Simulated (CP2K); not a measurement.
# HfN under changes of volume

One of the cells (14.793 Å³/atom); the others are scaled copies at fixed shape and fractional positions:

```xyz
2
Lattice="3.4716 0.0000 0.0000 1.7358 3.0065 0.0000 1.7358 1.0022 2.8346" Properties=species:S:1:pos:R:3 pbc="T T T"
Hf    0.0000    0.0000    0.0000
N     1.7358    1.0022    0.7086
```

The cell comes from a database or a generator and needn't be the stable form of this composition.

* Program: CP2K 2026.2
* Functional: LDA
* Potentials or basis: GTH_POTENTIALS Hf GTH-PADE-q12, N GTH-PADE-q5; TZVP-MOLOPT-PBE-GTH basis
* Density cutoff: 6123 eV
* k mesh: 9 × 9 × 9
* Occupations: fermi-dirac, width 0.05 eV
* Spin: no spin polarisation

```csv
volume (Å³/atom),energy over the lowest point (meV/atom),pressure (GPa)
13.906,0.00,-39.6
14.201,73.06,-39.5
14.497,?,?
14.793,218.60,-39.2
15.089,291.01,-39.1
15.385,363.01,-39.0
15.681,434.73,-38.9
```

Task: What does the run at 14.497 Å³/atom give?

Result: Energy over the lowest point 145.96 meV/atom; pressure -39.4 GPa.

Worked out: A Birch-Murnaghan fit of order 3 (a polynomial in V^(-2/3)) to the other rows has no minimum within the range. It gives 145.99 meV/atom at 14.497 Å³/atom, against the run's 145.96, and -dE/dV = -39.4 GPa, against -39.4.

Energies are extrapolated to zero smearing.

Caveats: the basis of atomic orbitals isn't converged, which shifts pressures, moduli and gaps.
